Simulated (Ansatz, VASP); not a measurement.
# Two plane-wave programs on CdS

The input POSCAR:

```
CdS
1.0
    0.0000000000      2.7042729036      2.7042729036
    2.7042729036      0.0000000000      2.7042729036
    2.7042729036      2.7042729036      0.0000000000
Cd S
1 1
Direct
   -0.0106154634      0.0106154634      0.0106154634
    0.5372216687      0.4627783313      0.4627783313
```

Contents of INCAR.step1:

```
SYSTEM = CdS
PREC = Accurate ; ENCUT = 520
ISMEAR = 0 ; SIGMA = 0.05
LREAL = .FALSE. ; LASPH = .TRUE.
NELM = 60 ; NBANDS = 16
GGA = PE ; ALGO = Normal
EDIFF = 1E-4 ; LWAVE = .TRUE.
LCHARG = .FALSE.
```

INCAR.step2

```
SYSTEM = CdS
PREC = Accurate ; ENCUT = 520
EDIFF = 1E-6 ; ISMEAR = 0
SIGMA = 0.05 ; LREAL = .FALSE.
LASPH = .TRUE. ; NELM = 60
ALGO = Normal ; ISIF = 2
LWAVE = .FALSE. ; LCHARG = .FALSE.
METAGGA = R2SCAN ; LMIXTAU = .TRUE.
NBANDS = 16 ; ISTART = 1
```

File KPOINTS:

```
regular mesh
0
G
  8 8 8
  0 0 0
```

Input for Ansatz:

```yaml
crystal:
  lattice:
    - [0.0, 2.7042729036, 2.7042729036]
    - [2.7042729036, 0.0, 2.7042729036]
    - [2.7042729036, 2.7042729036, 0.0]
  atoms:
    - { symbol: Cd, position: [-0.0106154634, 0.0106154634, 0.0106154634] }
    - { symbol: S, position: [0.5372216687, 0.4627783313, 0.4627783313] }
basis:
  ecutwfc: 500
kpoints:
  mp_grid: { grid: [8, 8, 8] }
hamiltonian:
  xc: r2scan
scf:
  occupations: { method: gaussian, width: 0.05 }
output:
  forces: true
  stress: true
  eigenvalues: true
```

Change from the starting cell: mode 4 frozen in at -0.203 Å, equal normal strain along x, y and z -0.0083.

Alike in both runs: task single point; functional r2SCAN; k mesh 8 × 8 × 8; occupations gaussian, width 0.05 eV; no spin polarisation.

|  | VASP | Ansatz |
| --- | --- | --- |
| version | VASP 6.6.1 | Ansatz 0.2.0 |
| potentials or method | VASP PAW PBE potentials, release 64 (Cd, S) | scalar-relativistic, plane waves, PAW |
| plane-wave cutoff (eV) | 520 | 500 |
| valence electrons in the cell | 18 | 26 |

VASP gave:

```
gap on the k mesh at the Fermi level (eV)       : 0.86
least direct gap on the mesh (eV)               : 2.44
pressure (GPa)                                  : 5.0
largest component of the traceless stress (GPa) : 5.55
rms of the force components (eV/Å)              : 0.527
```

Task: Which values does Ansatz return?

Result: gap on the k mesh at the Fermi level (eV): 0.88; least direct gap on the mesh (eV): 2.48; pressure (GPa): 4.4; largest component of the traceless stress (GPa): 5.42; rms of the force components (eV/Å): 0.510.

Atom by atom the forces differ by 0.017 eV/Å (rms over components). The two sets of potentials don't hold the same shells in valence.

Caveats: the PAW data sets were made with another functional, which shifts forces and pressure a little (VASP). A k mesh can miss the band edges.
